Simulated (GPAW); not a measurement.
**Quasiparticle gap of KCl (Sylvite) in GPAW**

Aim: the G0W0 gap of KCl (Sylvite) on PBE, step by step.

Calculated with GPAW 26.7.0; PBE and many-body steps on it, plane waves.

## (1) Starting point

It takes space group Fm-3m (No. 225, cubic). The conventional cell has a = 6.293 Å, b = 6.293 Å, c = 6.293 Å, α = 90.00°, β = 90.00°, γ = 90.00°. K has 6 Cl at 3.15 Å nearest. Nearest to Cl lie 6 K at 3.15 Å. Farther neighbours and most contacts between anions are not listed.

The cell and positions come from the Crystallography Open Database and are kept as given unless a step says otherwise.

## (2) Ground state

This step: GPAW 26.7.0; DFT, PBE, plane waves, PAW.

The ground-state density comes first.

File run.py:

```python
import json
import numpy as np
from gpaw.mpi import world
from ase import Atoms
from gpaw import GPAW, PW, FermiDirac

atoms = Atoms(['K', 'Cl'],
    cell=[[0.0000000000, 3.1464700000, 3.1464700000],
      [3.1464700000, 0.0000000000, 3.1464700000],
      [3.1464700000, 3.1464700000, 0.0000000000]],
    scaled_positions=[[0.0000000000, 0.0000000000, 0.0000000000],
      [0.5000000000, 0.5000000000, 0.5000000000]],
    pbc=(True, True, True))
calc = GPAW(mode=PW(450),
    xc='PBE',
    kpts={'size': (6, 6, 6), 'gamma': True},
    occupations=FermiDirac(0.001),
    nbands=-7,
    convergence={'density': 1e-6, 'bands': -3},
    maxiter=100,
    txt='gs.txt')
atoms.calc = calc
res = {'energy': atoms.get_potential_energy()}
kpts = calc.get_ibz_k_points()
res['kpts'] = kpts
res['eigenvalues'] = [calc.get_eigenvalues(kpt=k) for k in range(len(kpts))]
res['n_electrons'] = calc.get_number_of_electrons()
calc.write('gs.gpw')

if world.rank == 0:
    with open('result.json', 'w') as f:
        json.dump(res, f, default=lambda x: x.tolist())
```

Run with:

```sh
$ mpirun -n 4 gpaw python run.py
```

Numbers of over 12 decimals in the logs are rounded to 6 here.

The program printed:

```text
__  _  _
 | _ |_)|_||  |
 |__||  | ||/\| - 26.7.0

Input parameters:
  mode=PW(ecut=450.000000),
  convergence={'density': 1e-06, 'bands': -3},
  kpts=MonkhorstPack(size=(6, 6, 6), gamma=True),
  maxiter=100,
  nbands=-7,
  occupations=Occupations(name='fermi-dirac', width=0.001, fixmagmom=False),
  xc=XC(name='PBE')
  [... matrices ...]
Diagonalizing LCAO Hamiltonian
Converting LCAO to pw mode

                 Cl

       K

Atoms  # Å, Bohr magnetons
|   | symbol |        x |        y |        z |    initial magnetic moments |
| 0 |      K | 0.000000 | 0.000000 | 0.000000 | ( 0.0000,  0.0000,  0.0000) |
| 1 |     Cl | 3.146470 | 3.146470 | 3.146470 | ( 0.0000,  0.0000,  0.0000) |

Unit cell  # Å
| periodic |        x |        y |        z |  lengths |    angles |
|      yes | 0.000000 | 3.146470 | 3.146470 | 4.449781 | 60.000000 |
|      yes | 3.146470 | 0.000000 | 3.146470 | 4.449781 | 60.000000 |
|      yes | 3.146470 | 3.146470 | 0.000000 | 4.449781 | 60.000000 |

Number of symmetries: 48
Symmetry operations  # r_c * U_cc + t_c -> r_c
|    | kind |            matrix            |
|  0 |  σ   |  1, 0, 0,  1, 0,-1,  1,-1, 0 |
|  1 |  C2  |  1, 0, 0,  1,-1, 0,  1, 0,-1 |
|  2 |  E   |  1, 0, 0,  0, 1, 0,  0, 0, 1 |
|  3 |  σ   |  1, 0, 0,  0, 0, 1,  0, 1, 0 |
|  4 |  C4  |  1, 0,-1,  1, 0, 0,  1,-1, 0 |
|  5 |  S6  |  1, 0,-1,  1,-1, 0,  1, 0, 0 |
|  6 |  σ   |  1, 0,-1,  0, 1,-1,  0, 0,-1 |
|  7 |  C3  |  1, 0,-1,  0, 0,-1,  0, 1,-1 |
|  8 |  S6  |  1,-1, 0,  1, 0, 0,  1, 0,-1 |
|  9 |  C4  |  1,-1, 0,  1, 0,-1,  1, 0, 0 |
| 10 |  C3  |  1,-1, 0,  0,-1, 1,  0,-1, 0 |
| 11 |  σ   |  1,-1, 0,  0,-1, 0,  0,-1, 1 |
| 12 |  σ   |  0, 1, 0,  1, 0, 0,  0, 0, 1 |
| 13 |  C4  |  0, 1, 0,  0, 1,-1, -1, 1, 0 |
| 14 |  C3  |  0, 1, 0,  0, 0, 1,  1, 0, 0 |
| 15 |  S6  |  0, 1, 0, -1, 1, 0,  0, 1,-1 |
| 16 |  C2  |  0, 1,-1,  1, 0,-1,  0, 0,-1 |
| 17 |  σ   |  0, 1,-1,  0, 1, 0, -1, 1, 0 |
| 18 |  S4  |  0, 1,-1,  0, 0,-1,  1, 0,-1 |
| 19 |  C4  |  0, 1,-1, -1, 1, 0,  0, 1, 0 |
| 20 |  C3  |  0, 0, 1,  1, 0, 0,  0, 1, 0 |
| 21 |  σ   |  0, 0, 1,  0, 1, 0,  1, 0, 0 |
| 22 |  S6  |  0, 0, 1,  0,-1, 1, -1, 0, 1 |
| 23 |  C4  |  0, 0, 1, -1, 0, 1,  0,-1, 1 |
| 24 |  S4  |  0, 0,-1,  1, 0,-1,  0, 1,-1 |
| 25 |  C3  |  0, 0,-1,  0, 1,-1,  1, 0,-1 |
| 26 |  C2  |  0, 0,-1,  0,-1, 0, -1, 0, 0 |
| 27 |  S6  |  0, 0,-1, -1, 0, 0,  0,-1, 0 |
| 28 |  S4  |  0,-1, 1,  1,-1, 0,  0,-1, 0 |
| 29 |  C4  |  0,-1, 1,  0, 0, 1, -1, 0, 1 |
| 30 |  C2  |  0,-1, 1,  0,-1, 0,  1,-1, 0 |
| 31 |  σ   |  0,-1, 1, -1, 0, 1,  0, 0, 1 |
| 32 |  C3  |  0,-1, 0,  1,-1, 0,  0,-1, 1 |
| 33 |  S6  |  0,-1, 0,  0, 0,-1, -1, 0, 0 |
| 34 |  S4  |  0,-1, 0,  0,-1, 1,  1,-1, 0 |
| 35 |  C2  |  0,-1, 0, -1, 0, 0,  0, 0,-1 |
| 36 |  C2  | -1, 1, 0,  0, 1, 0,  0, 1,-1 |
| 37 |  S6  | -1, 1, 0,  0, 1,-1,  0, 1, 0 |
| 38 |  S4  | -1, 1, 0, -1, 0, 1, -1, 0, 0 |
| 39 |  C3  | -1, 1, 0, -1, 0, 0, -1, 0, 1 |
| 40 |  S6  | -1, 0, 1,  0, 0, 1,  0,-1, 1 |
| 41 |  C2  | -1, 0, 1,  0,-1, 1,  0, 0, 1 |
| 42 |  C3  | -1, 0, 1, -1, 1, 0, -1, 0, 0 |
| 43 |  S4  | -1, 0, 1, -1, 0, 0, -1, 1, 0 |
| 44 |  C2  | -1, 0, 0,  0, 0,-1,  0,-1, 0 |
| 45 |  i   | -1, 0, 0,  0,-1, 0,  0, 0,-1 |
| 46 |  σ   | -1, 0, 0, -1, 1, 0, -1, 0, 1 |
| 47 |  C2  | -1, 0, 0, -1, 0, 1, -1, 1, 0 |

BZ-sampling:
  Number of BZ points: 216
  Number of IBZ points: 16

  Monkhorst-Pack size: [6, 6, 6]
  Monkhorst-Pack shift: [0.083333, 0.083333, 0.083333]

K-points  # in reciprocal-cell coordinates
|     |                                coordinates |     weight |
|   0 | (  0.00000000,   0.00000000,   0.00000000) | 0.00462963 |
|   1 | (  0.16666667,   0.16666667,   0.00000000) | 0.02777778 |
|   2 | (  0.16666667,   0.16666667,   0.16666667) | 0.03703704 |
|   3 | (  0.33333333,   0.16666667,   0.16666667) | 0.05555556 |
|   4 | (  0.33333333,   0.33333333,  -0.33333333) | 0.05555556 |
|   5 | (  0.33333333,   0.33333333,   0.00000000) | 0.02777778 |
|   6 | (  0.33333333,   0.33333333,   0.16666667) | 0.11111111 |
|   7 | (  0.33333333,   0.33333333,   0.33333333) | 0.03703704 |
|   8 | (  0.50000000,   0.33333333,  -0.33333333) | 0.11111111 |
|   9 | (  0.50000000,   0.33333333,  -0.16666667) | 0.05555556 |
| ... |                                            |            |
|  15 | (  0.50000000,   0.50000000,   0.50000000) | 0.01851852 |

Plane wave coefficients: 1363
Cutoff: 450.000000 eV

Spin-components: 1 (collinear spins)
Bands:           15
Projectors:      10
Spin-degeneracy: 2
Datatype:        complex128

  Storage: CPU
  Wave functions: 5_233_920 bytes (1_308_480 per core)
  Projectors: 7_327_488 bytes (1_831_872 per core)
  [... matrices ...]
Parallelization:
  kpt:    4
  domain: 1
  band:   1

Density:
  Valence electrons: 16.0
  Components: 1
  Grid points: [24 24 24]
  Charge: 0.0  # |e|

Potential:
  Grid points: [24 24 24]

species:
  K:
    name:    Potassium
    Z:       19.0
    valence: 9
    core:    10
    charge:  0.0  # [|e|]
    compensation charges:
      type: gauss
      rc: 0.35  # [Å]
      lmax: 2
    cutoffs:
      filter: 1.91  # [Å]
      core: 1.27  # [Å]
    projectors
    | kind |    occ | energy [eV] | rcut [Å] |
    |   3s |  2.000 |     -35.338 |    1.122 |
    |   4s |  1.000 |      -2.319 |    1.122 |
    |   3p |  6.000 |     -18.813 |    1.106 |
    |    p |        |       8.398 |    1.106 |
    |    d |        |       0.000 |    0.937 |

    Using partial waves for K as LCAO basis

  Cl:
    name:    Chlorine
    Z:       17.0
    valence: 7
    core:    10
    charge:  0.0  # [|e|]
    compensation charges:
      type: gauss
      rc: 0.25  # [Å]
      lmax: 2
    cutoffs:
      filter: 1.40  # [Å]
      core: 1.49  # [Å]
    projectors
    | kind |    occ | energy [eV] | rcut [Å] |
    |   3s |  2.000 |     -20.689 |    0.794 |
    |   3p |  5.000 |      -8.594 |    0.794 |
    |    s |        |       6.523 |    0.794 |
    |    p |        |      18.617 |    0.794 |
    |    d |        |       0.000 |    0.794 |

    Using partial waves for Cl as LCAO basis

Reference energy: -28937.202614  # eV

eigensolver:
  PPCG
  Converge bands: -3
  niter=2

density mixing:
  MSR1-Mixer
  Pratt-step length: 0.05
  Maximum mixing coefficient: 0.75
  Old densities: 10
  SVD Regularization: 0.005
  Good broyden scale: 1.0
  Trust region scale: 1.0
  Backstep threshold: 4.0
  History deletion threshold: 6.0
  Fourier metric: weight=20.0, sigma=0.015

occupation numbers:
  Fermi-Dirac:
    width: 0.0010  # eV

poisson solver:
  ecut: 3600.000000  # eV

xc functional:
  name: PBE with 2 nearest neighbor stencil

Initialization done in: 0.797 s

convergence criteria:
- Maximum integral of absolute [dens]ity change: 1e-06 electrons / valence electron
- Maximum [total energy] change in last 3 cyles: 0.0005 eV / valence electron
- Maximum integral of absolute [eigenst]ate change: 4e-08 eV^2 / valence electron
maximum number of iterations: 100

SCF iterations
|iter     |     time |      energy | eigst |  dens |
|iter:   1|  |   -7.120650 | +1.71 |       |
|iter:   2|  |   -7.081545 | +0.63 | -1.28 |
|iter:   3|  |   -6.927482 | +0.02 | -1.32 |
|iter:   4|  |   -6.932624 | -0.65 | -1.71 |
|iter:   5|  |   -6.935287c| -1.29 | -2.09 |
|iter:   6|  |   -6.935449c| -1.98 | -2.85 |
|iter:   7|  |   -6.935464c| -2.50 | -3.49 |
|iter:   8|  |   -6.935466c| -2.98 | -4.12 |
|iter:   9|  |   -6.935466c| -3.36 | -5.10 |
|iter:  10|  |   -6.935466c| -3.59 | -5.48 |
|iter:  11|  |   -6.935466c| -4.03 | -6.73c|
|iter:  12|  |   -6.935466c| -4.44 | -7.21c|
|iter:  13|  |   -6.935466c| -4.70 | -8.03c|
|iter:  14|  |   -6.935466c| -5.19 | -8.95c|
|iter:  15|  |   -6.935466c| -5.55 | -9.40c|
|iter:  16|  |   -6.935466c| -6.10 | -9.83c|
|iter:  17|  |   -6.935466c| -6.43 |-10.50c|
|iter:  18|  |   -6.935466c| -6.88 |-10.70c|
|iter:  19|  |   -6.935466c| -7.27 |-10.69c|
|iter:  20|  |   -6.935466c| -7.70c|-11.22c|

Converged in 20 steps
SCF loop duration: 3.214 s (0.161 s/step)
Energy contributions relative to reference atoms: (reference = -28937.202614)
  [... matrices ...]
Energy contributions:
  Kinetic:           3.968175
  Coulomb:          -3.230565
  Zero:             -0.644844
  External:          0.000000
  Xc:               -7.028232
  Entropy:          -0.000000
  Spinorbit:         0.000000
  ----------------------------
  Free energy:      -6.935466
  Extrapolated:     -6.935466

dipole moment: (-22.928606, -22.928606, -22.928606)  # |e|*Ang

Fermi level: 1.678
Eigenvalues  # (at kpt = [0.000, 0.000, 0.000])
| band index |      eig [eV] | occ [0-2] |
|          0 |       -27.499 |     2.000 |
|          1 |       -12.441 |     2.000 |
|          2 |       -10.991 |     2.000 |
|          3 |       -10.991 |     2.000 |
|          4 |       -10.991 |     2.000 |
|          5 |        -0.329 |     2.000 |
|          6 |        -0.329 |     2.000 |
|          7 |        -0.329 |     2.000 |
|          8 |         4.865 |     0.000 |
|          9 |         8.030 |     0.000 |
|         10 |         8.030 |     0.000 |
|         11 |         8.030 |     0.000 |
|         12 |         8.879 |     0.000 |
|         13 |         8.879 |     0.000 |
|         14 |        12.646 |     0.000 |

Gap: 5.194 eV
Transition (v -> c):
  (s=0, k=0, n=7, [0.00, 0.00, 0.00]) -> (s=0, k=0, n=8, [0.00, 0.00, 0.00])
No difference between direct/indirect transitions
# Writing to gs.gpw (mode='')
  [... matrices ...]
```

The job ended after 5.4 s (4 MPI ranks of Arm Neoverse V2, shared host; peak memory 0.62 GiB; 21 s of CPU time).

Numbers from this step:

```
total energy               : -6.935 eV
gap                        : 5.194 eV
k of the valence top       : 0, 0, 0
k of the conduction bottom : 0, 0, 0
least direct gap           : 5.194 eV
```

The gap is direct, at Γ.

## (3) Bands along the symmetry lines

The cheap functional maps the bands first; the places of the edges decide which points the dearer methods must see.

File run.py:

```python
import json
import numpy as np
from gpaw.mpi import world
from gpaw import GPAW

path = [[0.000000, 0.000000, 0.000000],
    [0.062500, 0.000000, 0.062500],
    [0.125000, 0.000000, 0.125000],
    [0.187500, 0.000000, 0.187500],
    [0.250000, 0.000000, 0.250000],
    [0.312500, 0.000000, 0.312500],
    [0.375000, 0.000000, 0.375000],
    [0.437500, 0.000000, 0.437500],
    [0.500000, 0.000000, 0.500000],
    [0.515625, 0.031250, 0.515625],
    [0.531250, 0.062500, 0.531250],
    [0.546875, 0.093750, 0.546875],
    [0.562500, 0.125000, 0.562500],
    [0.578125, 0.156250, 0.578125],
    [0.593750, 0.187500, 0.593750],
    [0.609375, 0.218750, 0.609375],
    [0.625000, 0.250000, 0.625000],
    [0.375000, 0.375000, 0.750000],
    [0.328125, 0.328125, 0.656250],
    [0.281250, 0.281250, 0.562500],
    [0.234375, 0.234375, 0.468750],
    [0.187500, 0.187500, 0.375000],
    [0.140625, 0.140625, 0.281250],
    [0.093750, 0.093750, 0.187500],
    [0.046875, 0.046875, 0.093750],
    [0.000000, 0.000000, 0.000000],
    [0.062500, 0.062500, 0.062500],
    [0.125000, 0.125000, 0.125000],
    [0.187500, 0.187500, 0.187500],
    [0.250000, 0.250000, 0.250000],
    [0.312500, 0.312500, 0.312500],
    [0.375000, 0.375000, 0.375000],
    [0.437500, 0.437500, 0.437500],
    [0.500000, 0.500000, 0.500000],
    [0.500000, 0.468750, 0.531250],
    [0.500000, 0.437500, 0.562500],
    [0.500000, 0.406250, 0.593750],
    [0.500000, 0.375000, 0.625000],
    [0.500000, 0.343750, 0.656250],
    [0.500000, 0.312500, 0.687500],
    [0.500000, 0.281250, 0.718750],
    [0.500000, 0.250000, 0.750000],
    [0.500000, 0.218750, 0.718750],
    [0.500000, 0.187500, 0.687500],
    [0.500000, 0.156250, 0.656250],
    [0.500000, 0.125000, 0.625000],
    [0.500000, 0.093750, 0.593750],
    [0.500000, 0.062500, 0.562500],
    [0.500000, 0.031250, 0.531250],
    [0.500000, 0.000000, 0.500000]]
calc = GPAW('gs.gpw').fixed_density(kpts=path,
    symmetry='off',
    nbands=18,
    convergence={'bands': 14},
    txt='bands.txt')
res = {}
kpts = calc.get_ibz_k_points()
res['kpts'] = kpts
res['eigenvalues'] = [calc.get_eigenvalues(kpt=k) for k in range(len(kpts))]
res['n_electrons'] = calc.get_number_of_electrons()

if world.rank == 0:
    with open('result.json', 'w') as f:
        json.dump(res, f, default=lambda x: x.tolist())
```

Run with:

```sh
$ mpirun -n 4 gpaw python run.py
```

The program printed:

```text
Diagonalizing LCAO Hamiltonian
Converting LCAO to pw mode
convergence criteria:
- Maximum integral of absolute [eigenst]ate change: 4e-08 eV^2 / valence electron
maximum number of iterations: 100

SCF iterations
|iter     |     time |      energy | eigst |  dens |
|iter:   1|  |             | +2.19 |       |
|iter:   2|  |             | +1.24 |       |
|iter:   3|  |             | +0.26 |       |
[...]
|iter:  10|  |             | -6.12 |       |
|iter:  11|  |             | -6.85 |       |
|iter:  12|  |             | -7.41c|       |
SCF steps: 12
  __  _  _
 | _ |_)|_||  |
 |__||  | ||/\| - 26.7.0

Input parameters:
  mode=PW(ecut=450.000000),
  convergence={'bands': 14},
  gpts=array([24, 24, 24]),
  kpts=KPoints(kpts=array([[0.      , 0.      , 0.      ],
         [0.0625  , 0.      , 0.0625  ],
         [0.125   , 0.      , 0.125   ],
         [0.1875  , 0.      , 0.1875  ],
[...]
[0.515625, 0.03125 , 0.515625],
[...]
[0.546875, 0.09375 , 0.546875],
[...]
[0.578125, 0.15625 , 0.578125],
[...]
[0.609375, 0.21875 , 0.609375],
[...]
[0.328125, 0.328125, 0.65625 ],
[...]
[0.234375, 0.234375, 0.46875 ],
[...]
[0.140625, 0.140625, 0.28125 ],
[...]
[0.046875, 0.046875, 0.09375 ],
[...]
[0.5     , 0.0625  , 0.5625  ],
         [0.5     , 0.03125 , 0.53125 ],
         [0.5     , 0.      , 0.5     ]])),
  maxiter=100,
  nbands=18,
  occupations=Occupations(name='fermi-dirac', width=0.001, fixmagmom=False),
  parallel={},
  symmetry=Symmetry(point_group=False, time_reversal=False),
  xc=XC(name='PBE')
  [... matrices ...]
timing:  # [seconds]
  Total: 0.020  # ━━━━━━━━━━━━━━━━━━━━━━━━━━━━━━━━━━━━━━━━━━━━━━━━━━━━━━━━━━━
```

Wall time 7.3 s (4 MPI ranks); peak memory 0.66 GiB.

This step gave:

```yaml
gap: 5.194 eV
k_of_the_valence_top: 0, 0, 0
k_of_the_conduction_bottom: 0, 0, 0
least_direct_gap: 5.194 eV
```

The gap is 5.194 eV, as in the run before at this level.

The electronic bands at the labelled points (eV, zero at the top of the highest filled band; v1 is the highest filled band, c1 the lowest empty one):

```
    point      v4     v3     v2     v1    c1    c2     c3     c4
        Γ  -10.66   0.00   0.00   0.00  5.19  8.36   8.36   8.36
  halfway  -10.59  -0.63  -0.13  -0.13  6.65  7.24   9.64   9.82
        X  -10.72  -0.66  -0.22  -0.22  6.53  8.34  10.06  10.16
  halfway  -10.68  -0.63  -0.32  -0.24  6.74  8.60   9.70  10.33
        U  -10.61  -0.56  -0.55  -0.29  7.27  9.06   9.30  10.05
jump to K  -10.61  -0.56  -0.55  -0.29  7.27  9.06   9.30  10.05
  halfway  -10.51  -0.69  -0.24  -0.20  6.89  7.97   9.18   9.84
        Γ  -10.66   0.00   0.00   0.00  5.19  8.36   8.36   8.36
  halfway  -10.54  -0.58  -0.17  -0.17  6.45  8.15   9.10   9.10
        L  -10.42  -1.05  -0.32  -0.32  7.58  8.60  10.47  10.47
  halfway  -10.51  -0.84  -0.40  -0.33  7.84  8.34  10.04  10.12
        W  -10.57  -0.48  -0.47  -0.47  8.03  8.03   9.44   9.84
  halfway  -10.64  -0.61  -0.36  -0.31  6.95  8.80   9.33  10.30
        X  -10.72  -0.66  -0.22  -0.22  6.53  8.34  10.06  10.16
```

The electronic bands as a text plot (rows in eV, shown from -8.0 to 9.2 only):

```
    8.8 |+ ++          +++++    +++++ ++ ++++   +++++       +++
    8.1 |++++      ++++     ++++++++++++++++++++     +++++++   ++
    7.4 |    ++++++      +++  ++               +++++++     ++
    6.7 |     +++++++++++       +           +++              ++++
    6.0 |  +++                   ++++      +
    5.3 |++                          ++++++
    4.5 |
    3.8 |
    3.1 |
    2.4 |
    1.7 |
    1.0 |
    0.2 |*****                     *********
   -0.5 |  **************************    ************************
   -1.2 |                                      ********
   -1.9 |
   -2.6 |
   -3.3 |
   -4.1 |
   -4.8 |
   -5.5 |
   -6.2 |
   -6.9 |
   -7.6 |
         Γ           X  U|K            Γ         L        W     X
```

## (4) Empty states on the mesh, 4×4×4 mesh, 151 bands

The sums over transitions need many empty states on a uniform mesh; this step solves for them.

File run.py:

```python
import json
import numpy as np
from gpaw.mpi import world
from gpaw import GPAW

calc = GPAW('gs.gpw').fixed_density(kpts={'size': (4, 4, 4), 'gamma': True},
    parallel={'domain': 1, 'band': 1},
    txt='nscf.txt')
calc.diagonalize_full_hamiltonian(nbands=151)
calc.write('full.gpw', mode='all')
res = {}
kpts = calc.get_ibz_k_points()
res['kpts'] = kpts
res['eigenvalues'] = [calc.get_eigenvalues(kpt=k) for k in range(len(kpts))]
res['n_electrons'] = calc.get_number_of_electrons()

if world.rank == 0:
    with open('result.json', 'w') as f:
        json.dump(res, f, default=lambda x: x.tolist())
```

Run with:

```sh
$ mpirun -n 4 gpaw python run.py
```

The program printed:

```text
Diagonalizing LCAO Hamiltonian
Converting LCAO to pw mode
convergence criteria:
- Maximum integral of absolute [eigenst]ate change: 4e-08 eV^2 / valence electron
maximum number of iterations: 100

SCF iterations
|iter     |     time |      energy | eigst |  dens |
|iter:   1|  |             | +1.70 |       |
|iter:   2|  |             | +0.77 |       |
|iter:   3|  |             | -0.09 |       |
[...]
|iter:  28|  |             | -7.15 |       |
|iter:  29|  |             | -7.31 |       |
|iter:  30|  |             | -7.48c|       |
SCF steps: 30
  __  _  _
 | _ |_)|_||  |
 |__||  | ||/\| - 26.7.0

Input parameters:
  mode=PW(ecut=450.000000),
  convergence={'density': 1e-06, 'bands': -3},
  gpts=array([24, 24, 24]),
  kpts=MonkhorstPack(size=(4, 4, 4), gamma=True),
  maxiter=100,
  nbands=15,
  occupations=Occupations(name='fermi-dirac', width=0.001, fixmagmom=False),
  parallel={'domain': 1, 'band': 1},
  xc=XC(name='PBE')
Matrix size: 1363x1363
# Writing to full.gpw (mode='all')
  [... matrices ...]

timing:  # [seconds]
  Total: 4.489  # ━━━━━━━━━━━━━━━━━━━━━━━━━━━━━━━━━━━━━━━━━━━━━━━━━━━━━━━━━━━
```

Wall time 8.3 s (4 MPI ranks); peak memory 1.1 GiB.

Numbers from this step:

- gap: 5.194 eV
- k of the valence top: 0, 0, 0
- k of the conduction bottom: 0, 0, 0
- least direct gap: 5.194 eV
- k points computed: 8
- lowest point of the top converged band, above the valence top: 95.8340 eV

On this mesh the gap is 5.194 eV.

(Part 1 of 2 ends here.)

[Paths, hosts, dates, memory and timing lines, banners, echoed tables and standing remarks are left out of the program output.]

[Logs are printed without paths, hosts, clocks, repeated set-up lines and the standing remarks that a program may print on its own settings, such as how far it seeks lower states.]

[Runs of the session that timed out or met a known fault of the program may be left out.]

[Hosts, paths, dates, database ids (printed as entryN), source tags and the programs' standing remarks are cut or masked in the printed files.]
